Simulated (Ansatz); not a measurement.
**Ga3S: structure types compared**

Aim: relax 2 candidate structures of Ga3S by the same steps and rank them by energy.

Program: Ansatz 0.2.0. Level of theory: DFT PBE, scalar-relativistic, plane waves, PAW. These are calculated values, not measurements.

## 1. The structure to begin with

Symmetry: Pm-3m, No. 221, cubic system. Conventional cell: a = 4.534 Å, b = 4.534 Å, c = 4.534 Å, α = 90.00°, β = 90.00°, γ = 90.00°. Ga (site symmetry 4/mmm) is surrounded by 2 S at 2.27 Å. S (site symmetry m-3m) has 6 Ga at 2.27 Å as nearest neighbours.

As a file:

```xyz
4
Lattice="4.5336 0.0000 0.0000 0.0000 4.5336 0.0000 0.0000 0.0000 4.5336" Properties=species:S:1:pos:R:3 pbc="T T T"
Ga    2.2668    0.0000    0.0000
Ga    0.0000    2.2668    0.0000
Ga    0.0000    0.0000    2.2668
S     0.0000    0.0000    0.0000
```

This is candidate A: anti-ReO3 type (Pm-3m, No. 221).

## 2. Quick check of gap, pressure and forces (candidate A)

Contents of input.yaml:

```yaml
crystal:
  lattice:
    - [4.5336453341, 0.0, 0.0]
    - [0.0, 4.5336453341, 0.0]
    - [0.0, 0.0, 4.5336453341]
  atoms:
    - { symbol: Ga, position: [0.5, 0.0, 0.0] }
    - { symbol: Ga, position: [0.0, 0.5, 0.0] }
    - { symbol: Ga, position: [0.0, 0.0, 0.5] }
    - { symbol: S, position: [0.0, 0.0, 0.0] }
basis:
  ecutwfc: 420
kpoints:
  mp_grid: { grid: [4, 4, 4] }
hamiltonian:
  xc: pbe
scf:
  occupations: { method: gaussian, width: 0.1 }
  lower_state_search: "off"
output:
  forces: true
  stress: true
  eigenvalues: true
```

Launch:

```console
> ansatz run input.yaml --threads 1 --pin off --max-ram 2560MiB --backend cpu --events-out ev --progress --plain --runs-dir out
```

Standard output, cut to the lines that bear on the results:

```text
[...]
SCF converged after 7 iterations
Free energy (F): -12247.758314 eV
[...]
E sigma→0 (E₀):  -12247.752893 eV
Entropy (-TS):   -0.010843 eV (-2.711 meV/atom)
Fermi energy:    6.542913 eV
[...]
--- Forces (eV/Å), atoms counted from 1 ---
  atom   1  Ga     0.00000000    -0.00000000     0.00000000
  atom   2  Ga     0.00000000     0.00000000    -0.00000000
  atom   3  Ga     0.00000000     0.00000000    -0.00000000
  atom   4  S     -0.00000000     0.00000000    -0.00000000
[...]
--- Stress (GPa, compression-positive) ---
       15.709825      -0.000000       0.000000
       -0.000000      15.709825       0.000000
        0.000000       0.000000      15.709825
  P = ⅓ Tr σ = 15.7098 GPa (157.098 kbar)
--- Band table (eV; the first three rows and the last of 10) ---
  k-point 0: bands = ["-10.6544", "-8.3893", "-8.3893", "-8.3893", "-8.3229", "-8.3229", "-8.2639", "-8.2639", "-8.2057", "-8.2057", "-8.2057", "-8.1486", "-8.1486", "-8.1486", "-8.1441", "-7.1203", "-0.2023", "-0.2023", "-0.2023", "2.0051", "2.9657", "2.9657", "9.5769", "9.5769", [...]
[...]
```

It took 3.9 s on 1 thread of AMD EPYC (Zen 3), shared host; peak memory 0.35 GiB.

Read-out: pressure 15.7 GPa, largest force 0.00 eV/Å, gap on this mesh none (metal). Stress or forces are large, so a loose relaxation on a coarse mesh comes first.

## 3. Coarse relaxation (candidate A)

input.yaml: that of step 2 with these lines changed.

```diff
@@ -23 +23,6 @@
   eigenvalues: true
+relax:
+  adjacent_minimum: "off"
+  f_tol: 0.04
+  max_steps: 70
+  cell: { stress_tol: 0.4 }
```

Launch:

```console
> ansatz run input.yaml --threads 1 --pin off --max-ram 2560MiB --backend cpu --events-out ev --progress --plain --runs-dir out
```

Standard output:

```text
Warning: RAYON_NUM_THREADS=1 ignored (pool sized by the plan → 1); use --threads N
Engine: ansatz 0.2.0, x86_64-unknown-linux-gnu
Pseudopotentials: kind: paw
Pseudopotential: Ga, paw, valence charge 13, recommended cutoff 420 eV (normal), Ga.paw.azcp
Pseudopotential: S, paw, valence charge 6, recommended cutoff 420 eV (normal), S.paw.azcp
Functional definition: PBE
  parameter kappa = 0.804
  parameter beta = 0.06672455060314922
  exchange = pbe_x(kappa = kappa, mu = beta*pi^2/3)
  correlation = pbe_c(beta = beta)
Crystal: 4 atoms, lattice volume = 93.184 Å³
Basis set: ecut = 420 eV, 1839 PW (Γ), exchange–correlation on 64×64×64 points (8 copies of the dense FFT grid, shifted against one another)
Bands: 27, of which v1, the nominal top of the filled ones, is band 23 counted from 1 (22 counted from 0)
Symmetry: 48 space group operations
Space group: Pm-3m (ITA 221), of the structure as read, at distance tolerance 4.5e-5 Å
k-points: 10 of 64
Non-local potential: Ga, projectors of the file, l = 0: 2, l = 1: 2, l = 2: 3, l = 3: 1
Non-local potential: S, projectors of the file, l = 0: 2, l = 1: 2, l = 2: 2
PAW form: soft (Blöchl's): semilocal exchange-correlation on the pseudo side does not see the compensation charge
PAW one-centre angular grid: Ga, 590 points (default); XC on 64 Gauss nodes
PAW one-centre angular grid: S, 110 points (default); XC on 64 Gauss nodes
Initial density: superposition of atomic densities (neutral atoms: chi_scale 0, normalization atom), corrected by the library's trained network
Initial wavefunctions: pseudopotential atomic-orbital guess
Functional: x = pbe(κ = 0.804, μ = 0.2195149727645171), c = pbe(β = 0.06672455060314922)
SCF iter   1: F=—  HF=-12247.783079 eV  |F-HF|=—  |Δ(HF+E_count)|=         —  Δρ=1.03e-2  dr2=8.45e-2  ethr=1.77e-3  ⟨swp⟩=6.1  Hψ=1090  notcnv=0
preconditioner: auto → LDOS  [insulator: Δε(μ)=0.164 eV  Ē_g=14.503 eV  σ=0.100 eV  W_gap=0.75  n_scr=26 (ndim 8)  ℏωp=25.8 eV  f_vac=0.064  D(μ)=2.42/eV (n_scr^D=18)  ε∞_Penn≈4.2  β→1.0]
SCF iter   2: F=—  HF=-12247.760180 eV  |F-HF|=—  |Δ(HF+E_count)|=   2.29e-2  Δρ=3.19e-3  dr2=1.14e-2  ethr=1.88e-4  ⟨swp⟩=2.0  Hψ=612  notcnv=0  defer=6
SCF iter   3: F=—  HF=-12247.758601 eV  |F-HF|=—  |Δ(HF+E_count)|=   1.58e-3  Δρ=9.59e-4  dr2=1.31e-3  ethr=2.54e-5  ⟨swp⟩=2.0  Hψ=490  notcnv=0  defer=6
SCF iter   4: F=—  HF=-12247.758422 eV  |F-HF|=—  |Δ(HF+E_count)|=   1.79e-4  Δρ=7.19e-4  dr2=2.60e-4  ethr=2.90e-6  ⟨swp⟩=2.0  Hψ=483  notcnv=0  defer=6
SCF iter   5: F=—  HF=-12247.758250 eV  |F-HF|=—  |Δ(HF+E_count)|=   1.73e-4  Δρ=1.17e-4  dr2=3.29e-5  ethr=5.77e-7  ⟨swp⟩=2.0  Hψ=470  notcnv=0  defer=6
SCF iter   6: F=—  HF=-12247.758313 eV  |F-HF|=—  |Δ(HF+E_count)|=   6.38e-5  Δρ=3.42e-5  dr2=2.71e-6  ethr=7.31e-8  ⟨swp⟩=2.1  Hψ=327  notcnv=0  defer=6
SCF iter   7: F=-12247.758314 eV  HF=-12247.758314 eV  |F-HF|=3.21e-8  |Δ(HF+E_count)|=   7.39e-7  Δρ=5.32e-6  dr2=6.70e-8  ethr=2.22e-10  ⟨swp⟩=5.8  Hψ=1214  notcnv=0
SCF 1 converged in 7 iterations: F = -12247.758314 eV  dr2 = 6.70e-8
relax step   1: F+E_penalty+E_count = -12247.75831423 eV  Δ(F+E_penalty+E_count) = +0.000e0 eV  max|allowed force component| = 1.211e-29 eV/Å  Δτ_max = 0.0000 Å  P = +15.710 GPa  Ω = 93.184 Å³  (7 SCF iters, dr2 threshold 1.00e-7 eV, accepted)
Crystal: 4 atoms, lattice volume = 107.635 Å³
Basis set: ecut = 420 eV, 2103 PW (Γ), exchange–correlation on 64×64×64 points (8 copies of the dense FFT grid, shifted against one another)
Initial density: handed on by an earlier stage of this run
Initial wavefunctions: those handed on with the density
iter 1 solved again at ethr=1.35e-4 eV; its pass at ethr=3.10e-3 eV (dr2=6.10e-2 eV) is discarded
SCF iter   1: F=—  HF=-12248.686850 eV  |F-HF|=—  |Δ(HF+E_count)|=         —  Δρ=5.28e-3  dr2=6.14e-2  ethr=1.35e-4  ⟨swp⟩=1.1  Hψ=1627  notcnv=0
preconditioner: auto → LDOS  [insulator: Δε(μ)=0.252 eV  Ē_g=14.043 eV  σ=0.100 eV  W_gap=0.92  n_scr=26 (ndim 8)  ℏωp=24.0 eV  f_vac=0.098  D(μ)=1.36/eV (n_scr^D=6)  ε∞_Penn≈3.9  β→1.0]
SCF iter   2: F=—  HF=-12248.683995 eV  |F-HF|=—  |Δ(HF+E_count)|=   2.86e-3  Δρ=4.77e-3  dr2=4.55e-2  ethr=1.35e-4  ⟨swp⟩=2.8  Hψ=561  notcnv=0
SCF iter   3: F=—  HF=-12248.670853 eV  |F-HF|=—  |Δ(HF+E_count)|=   1.31e-2  Δρ=5.98e-4  dr2=4.50e-4  ethr=1.01e-4  ⟨swp⟩=2.3  Hψ=479  notcnv=0
SCF iter   4: F=—  HF=-12248.670892 eV  |F-HF|=—  |Δ(HF+E_count)|=   3.84e-5  Δρ=3.55e-4  dr2=1.16e-4  ethr=9.99e-7  ⟨swp⟩=2.0  Hψ=495  notcnv=0
SCF iter   5: F=—  HF=-12248.670816 eV  |F-HF|=—  |Δ(HF+E_count)|=   7.54e-5  Δρ=9.22e-5  dr2=1.92e-5  ethr=2.58e-7  ⟨swp⟩=2.0  Hψ=486  notcnv=0
SCF iter   6: F=—  HF=-12248.670828 eV  |F-HF|=—  |Δ(HF+E_count)|=   1.19e-5  Δρ=1.68e-5  dr2=5.18e-7  ethr=4.26e-8  ⟨swp⟩=2.1  Hψ=456  notcnv=0
SCF iter   7: F=-12248.670829 eV  HF=-12248.670829 eV  |F-HF|=3.56e-8  |Δ(HF+E_count)|=   2.83e-7  Δρ=4.41e-6  dr2=2.72e-8  ethr=8.89e-10  ⟨swp⟩=7.4  Hψ=1364  notcnv=0
SCF 2 converged in 7 iterations: F = -12248.670829 eV  dr2 = 2.72e-8
relax step   2: F+E_penalty+E_count = -12248.67082864 eV  Δ(F+E_penalty+E_count) = -9.125e-1 eV  max|allowed force component| = 3.985e-30 eV/Å  Δτ_max = 0.0000 Å  P = +5.681 GPa  Ω = 107.635 Å³  energy of the carried Pulay correction = -2.782e-3 eV  (7 SCF iters, dr2 threshold 4.00e-7 eV, accepted)
Crystal: 4 atoms, lattice volume = 117.970 Å³
Basis set: ecut = 420 eV, 2325 PW (Γ), exchange–correlation on 64×64×64 points (8 copies of the dense FFT grid, shifted against one another)
iter 1 solved again at ethr=9.11e-6 eV; its pass at ethr=3.10e-3 eV (dr2=4.10e-3 eV) is discarded
SCF iter   1: F=—  HF=-12248.898290 eV  |F-HF|=—  |Δ(HF+E_count)|=         —  Δρ=1.79e-3  dr2=4.22e-3  ethr=9.11e-6  ⟨swp⟩=2.1  Hψ=1789  notcnv=0
preconditioner: auto → LDOS  [insulator: Δε(μ)=0.246 eV  Ē_g=13.814 eV  σ=0.100 eV  W_gap=0.81  n_scr=26 (ndim 8)  ℏωp=22.9 eV  f_vac=0.109  D(μ)=2.27/eV (n_scr^D=18)  ε∞_Penn≈3.8  β→1.0]
SCF iter   2: F=—  HF=-12248.897855 eV  |F-HF|=—  |Δ(HF+E_count)|=   4.35e-4  Δρ=2.30e-4  dr2=1.15e-4  ethr=9.11e-6  ⟨swp⟩=2.0  Hψ=323  notcnv=0
SCF iter   3: F=—  HF=-12248.897909 eV  |F-HF|=—  |Δ(HF+E_count)|=   5.33e-5  Δρ=1.31e-4  dr2=3.40e-5  ethr=2.56e-7  ⟨swp⟩=2.0  Hψ=493  notcnv=0
SCF iter   4: F=—  HF=-12248.897915 eV  |F-HF|=—  |Δ(HF+E_count)|=   6.22e-6  Δρ=1.55e-4  dr2=1.88e-5  ethr=7.57e-8  ⟨swp⟩=3.0  Hψ=666  notcnv=0
SCF iter   5: F=—  HF=-12248.897904 eV  |F-HF|=—  |Δ(HF+E_count)|=   1.13e-5  Δρ=4.98e-5  dr2=2.84e-6  ethr=4.17e-8  ⟨swp⟩=2.2  Hψ=488  notcnv=0
SCF iter   6: F=-12248.897903 eV  HF=-12248.897903 eV  |F-HF|=8.31e-8  |Δ(HF+E_count)|=   5.81e-7  Δρ=8.18e-6  dr2=1.60e-7  ethr=8.89e-10  ⟨swp⟩=3.8  Hψ=1379  notcnv=0
SCF 3 converged in 6 iterations: F = -12248.897903 eV  dr2 = 1.60e-7
relax step   3: F+E_penalty+E_count = -12248.89790286 eV  Δ(F+E_penalty+E_count) = -2.271e-1 eV  max|allowed force component| = 4.092e-30 eV/Å  Δτ_max = 0.0000 Å  P = +1.712 GPa  Ω = 117.970 Å³  energy of the carried Pulay correction = -4.539e-3 eV  (6 SCF iters, dr2 threshold 4.00e-7 eV, accepted)
Crystal: 4 atoms, lattice volume = 124.299 Å³
Basis set: ecut = 420 eV, 2469 PW (Γ), exchange–correlation on 64×64×64 points (8 copies of the dense FFT grid, shifted against one another)
iter 1 solved again at ethr=1.66e-6 eV; its pass at ethr=3.10e-3 eV (dr2=7.46e-4 eV) is discarded
SCF iter   1: F=—  HF=-12248.927791 eV  |F-HF|=—  |Δ(HF+E_count)|=         —  Δρ=8.53e-4  dr2=7.18e-4  ethr=1.66e-6  ⟨swp⟩=2.2  Hψ=1692  notcnv=0
preconditioner: auto → LDOS  [insulator: Δε(μ)=0.237 eV  Ē_g=13.713 eV  σ=0.100 eV  W_gap=0.79  n_scr=26 (ndim 8)  ℏωp=22.3 eV  f_vac=0.115  D(μ)=2.28/eV (n_scr^D=18)  ε∞_Penn≈3.7  β→1.0]
SCF iter   2: F=—  HF=-12248.927869 eV  |F-HF|=—  |Δ(HF+E_count)|=   7.76e-5  Δρ=2.93e-4  dr2=6.39e-5  ethr=1.60e-6  ⟨swp⟩=2.0  Hψ=493  notcnv=0
SCF iter   3: F=—  HF=-12248.927904 eV  |F-HF|=—  |Δ(HF+E_count)|=   3.48e-5  Δρ=2.57e-4  dr2=4.90e-5  ethr=1.42e-7  ⟨swp⟩=3.0  Hψ=637  notcnv=0
SCF iter   4: F=—  HF=-12248.927858 eV  |F-HF|=—  |Δ(HF+E_count)|=   4.56e-5  Δρ=1.01e-4  dr2=8.64e-6  ethr=1.09e-7  ⟨swp⟩=2.4  Hψ=484  notcnv=0
SCF iter   5: F=—  HF=-12248.927851 eV  |F-HF|=—  |Δ(HF+E_count)|=   7.31e-6  Δρ=1.99e-5  dr2=5.27e-7  ethr=1.92e-8  ⟨swp⟩=2.0  Hψ=493  notcnv=0
SCF iter   6: F=-12248.927851 eV  HF=-12248.927851 eV  |F-HF|=7.55e-9  |Δ(HF+E_count)|=   2.50e-7  Δρ=2.96e-6  dr2=2.47e-8  ethr=8.89e-10  ⟨swp⟩=6.1  Hψ=1264  notcnv=0
SCF 4 converged in 6 iterations: F = -12248.927851 eV  dr2 = 2.47e-8
relax step   4: F+E_penalty+E_count = -12248.92785067 eV  Δ(F+E_penalty+E_count) = -2.995e-2 eV  max|allowed force component| = 6.952e-30 eV/Å  Δτ_max = 0.0000 Å  P = -0.078 GPa  Ω = 124.299 Å³  energy of the carried Pulay correction = -5.535e-3 eV  (6 SCF iters, dr2 threshold 4.00e-7 eV, accepted)
Basis set: ecut = 420 eV, 2469 PW (Γ), exchange–correlation on 72×72×72 points (8 copies of the dense FFT grid, shifted against one another)
Initial wavefunctions: pseudopotential atomic-orbital guess (no wavefunctions were taken with the density)
iter 1 solved again at ethr=1.44e-6 eV; its pass at ethr=3.10e-3 eV (dr2=6.48e-4 eV) is discarded
SCF iter   1: F=—  HF=-12248.845161 eV  |F-HF|=—  |Δ(HF+E_count)|=         —  Δρ=2.44e-3  dr2=6.40e-4  ethr=1.44e-6  ⟨swp⟩=2.9  Hψ=1688  notcnv=0
preconditioner: auto → LDOS  [insulator: Δε(μ)=0.213 eV  Ē_g=13.733 eV  σ=0.100 eV  W_gap=0.78  n_scr=26 (ndim 8)  ℏωp=22.3 eV  f_vac=0.116  D(μ)=2.52/eV (n_scr^D=18)  ε∞_Penn≈3.6  β→1.0]
SCF iter   2: F=—  HF=-12248.947031 eV  |F-HF|=—  |Δ(HF+E_count)|=   1.02e-1  Δρ=6.03e-4  dr2=4.99e-4  ethr=1.42e-6  ⟨swp⟩=2.8  Hψ=510  notcnv=0
SCF iter   3: F=—  HF=-12248.945695 eV  |F-HF|=—  |Δ(HF+E_count)|=   1.34e-3  Δρ=2.94e-4  dr2=7.45e-5  ethr=1.11e-6  ⟨swp⟩=2.0  Hψ=493  notcnv=0
SCF iter   4: F=—  HF=-12248.946473 eV  |F-HF|=—  |Δ(HF+E_count)|=   7.78e-4  Δρ=1.37e-4  dr2=2.52e-5  ethr=1.66e-7  ⟨swp⟩=2.0  Hψ=481  notcnv=0
SCF iter   5: F=—  HF=-12248.946762 eV  |F-HF|=—  |Δ(HF+E_count)|=   2.88e-4  Δρ=3.92e-5  dr2=4.88e-6  ethr=5.59e-8  ⟨swp⟩=2.0  Hψ=327  notcnv=0
SCF iter   6: F=—  HF=-12248.946765 eV  |F-HF|=—  |Δ(HF+E_count)|=   3.55e-6  Δρ=7.42e-6  dr2=2.13e-7  ethr=1.08e-8  ⟨swp⟩=2.0  Hψ=328  notcnv=0
SCF iter   7: F=—  HF=-12248.946767 eV  |F-HF|=—  |Δ(HF+E_count)|=   1.30e-6  Δρ=1.30e-6  dr2=5.37e-9  ethr=4.74e-10  ⟨swp⟩=2.0  Hψ=333  notcnv=0
SCF iter   8: F=-12248.946767 eV  HF=-12248.946767 eV  |F-HF|=1.64e-11  |Δ(HF+E_count)|=   8.68e-9  Δρ=2.71e-7  dr2=2.40e-10  ethr=5.69e-12  ⟨swp⟩=4.3  Hψ=894  notcnv=0
SCF 5 converged in 8 iterations: F = -12248.946767 eV  dr2 = 2.40e-10
relax step   5: F+E_penalty+E_count = -12248.94676654 eV  Δ(F+E_penalty+E_count) = -1.892e-2 eV  max|allowed force component| = 2.256e-30 eV/Å  Δτ_max = 0.0000 Å  P = +0.263 GPa  Ω = 124.299 Å³  stress off target by 2.63e-1 GPa  SCF on the basis re-selected at this cell (its energy is not comparable with the rows above)  (8 SCF iters)
basis re-selected at this cell: Δ(F+E_penalty+E_count) = -1.892e-2 eV, ΔP = +0.342 GPa vs the last step (what re-selecting the basis moved, of the pressure what is left beyond the Pulay correction that the steps carried, after the strain that the cell walked since its last selection, with what the two solves' SCF thresholds leave and, on support functions, any second-order correction that the steps lacked; it is no measure of the basis error at this ecutwfc). The dense FFT grid was sized anew with the basis: this SCF ran on 36×36×36 points, the steps before it on 32×32×32, so part of this shift can come from that change (see relax.cell in the input reference). This SCF's stress stands 2.63e-1 GPa from its target on what of the cell is left free (relax.cell.stress_tol is 4.00e-1 GPa) and its largest allowed force component is 2.26e-30 eV/Å (relax.f_tol is 4.00e-2 eV/Å): within both
SCF converged after 8 iterations
Free energy (F): -12248.946767 eV
Harris-Foulkes:  -12248.946767 eV  (|F-HF|=1.64e-11)
Internal energy: -12248.935146 eV  (E = F + TS)
E sigma→0 (E₀):  -12248.940956 eV
Entropy (-TS):   -0.011620 eV (-2.905 meV/atom)
Fermi energy:    4.185194 eV
--- Per-component energies (eV) ---
  E_band       = -348.258214
  E_kinetic    = 445.849108
  E_local      = -7372.387779  (includes V_loc(G=0)·N_el)
  E_nonlocal   = 1293.802289
  E_hartree    = 3378.820520
  E_xc         = -301.974932
  E_vxc        = -256.917064  (∫ρ·V_xc dr)
  E_paw        = -6553.475262  (= ΣΔE_a)
  E_vpaw       = -1216.244512  (= ΣTr[D̂ρ^β])
  E_aug_tail   = -0.000386  (compensation charges beyond the density's cutoff)
  E_ewald      = -3139.568706
  E_smearing   = -0.011620  (= −TS)
  E_closure    = -0.000000  (closes the sum)
  Σ components = -12248.946767   (vs F -12248.946767, Δ=0.00e0)
--- Forces (eV/Å), atoms counted from 1 ---
  atom   1  Ga    -0.00000000    -0.00000000     0.00000000
  atom   2  Ga     0.00000000    -0.00000000    -0.00000000
  atom   3  Ga    -0.00000000     0.00000000    -0.00000000
  atom   4  S     -0.00000000     0.00000000    -0.00000000
  max |Σ_I F_I| component: 3.60e-30 eV/Å
--- Stress (GPa, compression-positive) ---
        0.263271       0.000000       0.000000
        0.000000       0.263271      -0.000000
        0.000000      -0.000000       0.263271
  P = ⅓ Tr σ = 0.2633 GPa (2.633 kbar)
--- Band table (eV; the first three rows and the last of 10) ---
  k-point 0: bands = ["-11.8372", "-10.9469", "-10.9469", "-10.9469", "-10.9178", "-10.9178", "-10.9111", "-10.9111", "-10.8936", "-10.8936", "-10.8936", "-10.8680", "-10.8455", "-10.8455", "-10.8455", "-9.6609", "-1.5456", "-1.5456", "-1.5456", "-0.8922", "0.0530", "0.0530", "6.4641", "6.4641", "6.4641", "7.5775", "7.5775"]
  k-point 1: bands = ["-11.7386", "-10.9450", "-10.9354", "-10.9341", "-10.9341", "-10.9167", "-10.9120", "-10.9101", "-10.8954", "-10.8940", "-10.8940", "-10.8738", "-10.8612", "-10.8612", "-10.8455", "-9.7196", "-2.8730", "-1.4644", "-1.4644", "-0.5347", "0.1276", "1.9875", "5.6940", "5.9126", "5.9126", "6.6898", "7.1376"]
  k-point 2: bands = ["-11.6227", "-10.9716", "-10.9430", "-10.9159", "-10.9109", "-10.9067", "-10.9067", "-10.9008", "-10.8991", "-10.8991", "-10.8973", "-10.8866", "-10.8866", "-10.8831", "-10.8455", "-9.7846", "-3.4873", "-1.3783", "-1.3783", "-0.4489", "0.2076", "3.9847", "5.3537", "5.3537", "5.8172", "6.0820", "7.1308"]
  k-point 9: bands = ["-11.0011", "-11.0011", "-11.0011", "-10.9197", "-10.9193", "-10.9193", "-10.9193", "-10.8903", "-10.8903", "-10.8903", "-10.8874", "-10.8874", "-10.8587", "-10.8587", "-10.8587", "-10.3512", "-3.0799", "-3.0799", "-3.0799", "2.9130", "2.9130", "2.9130", "4.6593", "4.6593", "4.6593", "7.3029", "7.3029"]
--- Relaxed structure (4 steps of the walk, 4 accepted, 1 SCFs on fresh bases) ---
  F+E_penalty+E_count = -12248.94676654 eV   max|allowed force component| = 2.256e-30 eV/Å   (the final SCF, on the basis selected at the relaxed cell)
  cell:  # Å, volume = 124.2989 Å³
    - [4.990634264574213, -1.0191379289049122e-33, -1.5407439555097887e-33]
    - [8.024708101613284e-36, 4.990634264574213, 0.0]
    - [-3.081487911019577e-33, 0.0, 4.990634264574213]
  atoms:
    - { symbol: Ga, position: [0.5, -3.871950203210761e-37, -4.978221689720346e-37] }
    - { symbol: Ga, position: [-4.42508594671792e-37, 0.5, 1.659407229895967e-37] }
    - { symbol: Ga, position: [4.425085946515588e-37, -2.04660225023635e-36, 0.5] }
    - { symbol: S, position: [1.880661527282371e-36, 1.272212209595024e-36, 3.871950203160348e-37] }
```

Wall time 22 s (1 thread of AMD EPYC (Zen 3), shared host); peak memory 0.4 GiB.

Relaxation path:

```
step  energy from step 1 (eV/cell)  largest force component (eV/Å)  pressure (GPa)  volume (Å³)
   1                        0.0000                          0.0000           15.71        93.18
   2                       -0.9125                          0.0000            5.68       107.63
   3                       -1.1396                          0.0000            1.71       117.97
   4                       -1.1695                          0.0000           -0.08       124.30
   5                       -1.1885                          0.0000            0.26       124.30
```

Step 1 is the start. Step 5 repeats the geometry before it on a plane-wave basis chosen anew for that cell, so its energy need not be comparable with the rows above.

|  | before | after | change |
| --- | --- | --- | --- |
| a (Å) | 4.534 | 4.991 | +10.1 % |
| b (Å) | 4.534 | 4.991 | +10.1 % |
| c (Å) | 4.534 | 4.991 | +10.1 % |
| volume (Å³/atom) | 23.30 | 31.07 | +33.4 % |
| shortest distance (Å) | 2.267 | 2.495 | +10.1 % |
| space group (0.01 Å) | Pm-3m | Pm-3m | same |

The run keeps the 48 symmetry operations of the start, so it could not have lowered the symmetry.

[end of part 1 of 3]
